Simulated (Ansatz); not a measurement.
The system is ZrN.

```
CELL_PARAMETERS angstrom
0.00000 2.30000 2.30000
2.30000 0.00000 2.30000
2.30000 2.30000 0.00000
ATOMIC_POSITIONS crystal
Zr 0.50000 0.50000 0.50000
N 0.00000 0.00000 0.00000
```

Base run:

| Quantity | Value |
| --- | --- |
| Program | Ansatz 0.2.0 |
| Functional | LDA |
| Potentials or basis | Ansatz PAW |
| Cutoff | 420 eV (not typed: the program's choice for these potentials) |
| k mesh | 10 × 10 × 10 |
| Occupations | fermi-dirac, width 0.05 eV |
| Spin | no spin polarisation |

Its results: band gap on the k mesh none (metal or under the smearing width); pressure -12.6 GPa.

Question: The run is repeated on the same cell with these changes: functional from LDA to PBE. What comes out?

Answer: Band gap on the k mesh none (metal or under the smearing width); pressure -0.8 GPa.

PBE binds less tightly than LDA, so the same cell stands under more pressure.

Caveats: the PAW data sets come from PBE, with cores solved anew for the run's functional, which leaves a small shift of forces and pressure (some runs).
